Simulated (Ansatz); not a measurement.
# PtSe2: straining the crystal, equal strain of all cell vectors

The task here is to estimate one member of a computed series from the others.

Computed with Ansatz 0.2.0 (DFT r2SCAN, scalar-relativistic, plane waves, PAW, unless a step's input says otherwise).

3 further runs of the same task are left out: 3 set aside as unsound or not needed.

## The structure to begin with

Symmetry: P-3m1, No. 164, trigonal system. Conventional cell: a = 3.717 Å, b = 3.717 Å, c = 5.822 Å, α = 90.00°, β = 90.00°, γ = 120.00°. Pt (site symmetry -3m) has 6 Se at 2.52 Å as nearest neighbours. Se (site symmetry 3m) is surrounded by 3 Pt at 2.52 Å.

Coordinates:

```cif
data_structure
_symmetry_space_group_name_H-M 'P 1'
_symmetry_Int_Tables_number 1
_cell_length_a 3.7175
_cell_length_b 3.7175
_cell_length_c 5.8219
_cell_angle_alpha 90.000
_cell_angle_beta 90.000
_cell_angle_gamma 120.000
_cell_volume 69.68
loop_
_atom_site_label
_atom_site_type_symbol
_atom_site_fract_x
_atom_site_fract_y
_atom_site_fract_z
_atom_site_occupancy
Pt1 Pt 0.00000 0.00000 0.00000 1
Se1 Se 0.66667 0.33333 0.77479 1
Se2 Se 0.33333 0.66667 0.22521 1
```

It goes back to an entry of the Materials Project.

This cell was relaxed beforehand with the same method: volume 23.23 Å³/atom, gap on the mesh 0.58 eV.

Set-up of the first run:

Input file input.yaml:

```yaml
crystal:
  lattice:
    - [3.7174822797, 0.0, 0.0]
    - [-1.8587411398, 3.2194340923, 0.0]
    - [0.0, 0.0, 5.8218530436]
  atoms:
    - { symbol: Pt, position: [0.0, 0.0, 0.0] }
    - { symbol: Se, position: [0.6666666667, 0.3333333333, 0.7747925647] }
    - { symbol: Se, position: [0.3333333333, 0.6666666667, 0.2252074353] }
basis:
  ecutwfc: 500
kpoints:
  mp_grid: { grid: [12, 12, 6] }
hamiltonian:
  xc: r2scan
scf:
  occupations: { method: gaussian, width: 0.02 }
output:
  forces: true
  stress: true
  eigenvalues: true
```

Run with:

```bash
ansatz run input.yaml --threads 1 --pin off --max-ram 2560MiB --backend cpu --events-out ev --progress --plain --runs-dir out
```

Among the steps run: Zero strain; Seeking the band edges; At -1.0 %; Seeking the band edges at -1.0 %; Strain +1.0 %; Seeking the band edges at +1.0 %; The cell strained by -2.0 %; Band edges over the zone at -2.0 %; The cell strained by +2.0 %; The gap over the whole zone at +2.0 %; At -3.0 %; Band edges over the zone at -3.0 %; The cell strained by +3.0 %; Seeking the band edges at +3.0 %.

One of the session's tables, all rows but one given; the rest of the session is left out.

Lengths are those of the vectors of the cell that was run; stresses in GPa:

| strain (%) | ΔE (meV/atom) | a (Å) | b (Å) | c (Å) |
| --- | --- | --- | --- | --- |
| -3.0 | 32.3 | 3.606 | 3.606 | 5.647 |
| -2.0 | 13.9 | 3.643 | 3.643 | 5.705 |
| -1.0 | ? | ? | ? | ? |
| +0.0 | 0.0 | 3.717 | 3.717 | 5.822 |
| +1.0 | 3.1 | 3.755 | 3.755 | 5.880 |
| +2.0 | 12.2 | 3.792 | 3.792 | 5.938 |
| +3.0 | 26.6 | 3.829 | 3.829 | 5.997 |

**Question.** Estimate the row for strain (%) = -1.0.

Worked estimate for «ΔE (meV/atom)». A straight line through the neighbours (-2.0, 13.9) and (0.0, 0.0) gives 13.9 + (0.0 − 13.9) × (-1.0 + 2.0) / (0.0 + 2.0) = 7.0; a parabola fitted to 4 rows on both sides gives 3.4.

**Answer.** ΔE (meV/atom): 3.4; a (Å): 3.680; b (Å): 3.680; c (Å): 5.764. In «ΔE (meV/atom)» the line misses by +3.6 and the parabola by 0.0.

ΔE is over the unstrained cell. Stress in GPa, positive in compression, on the Cartesian axes of the input.

Caveats from the session: Layers here are held mostly by dispersion, which this level lacks, so their spacing and the stiffness across them are unreliable there. Warnings in the runs' records: stress scf threshold loose.
